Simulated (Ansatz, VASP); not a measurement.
## Two plane-wave programs on Ag

```
CELL_PARAMETERS angstrom
2.94231 0.00000 0.00000
-1.47116 2.54812 0.00000
0.00000 0.00000 4.79053
ATOMIC_POSITIONS crystal
Ag 0.33333 0.66667 0.25000
Ag 0.66667 0.33333 0.75000
```

Alike in both runs: functional PBE; k mesh 12 × 12 × 4; occupations gaussian, width 0.1 eV; no spin polarisation.

Ansatz relaxed the structure, and its values are those at the end. VASP's run is a single point on that final structure, the one shown.

```csv
,VASP,Ansatz
version,VASP 6.6.1,Ansatz 0.2.0
potentials or method,"VASP PAW PBE potentials, release 64 (Ag)","scalar-relativistic, plane waves, PAW"
plane-wave cutoff (eV),520,420
valence electrons in the cell,22,38
```

```tsv
	VASP	Ansatz	Ansatz less VASP
gap on the k mesh at the Fermi level (eV)	none	none	-
pressure (GPa)	-0.1	-0.1	+0.05
```

A gap of «none» marks a metal or a gap that the smearing closes. The two sets of potentials don't hold the same shells in valence.
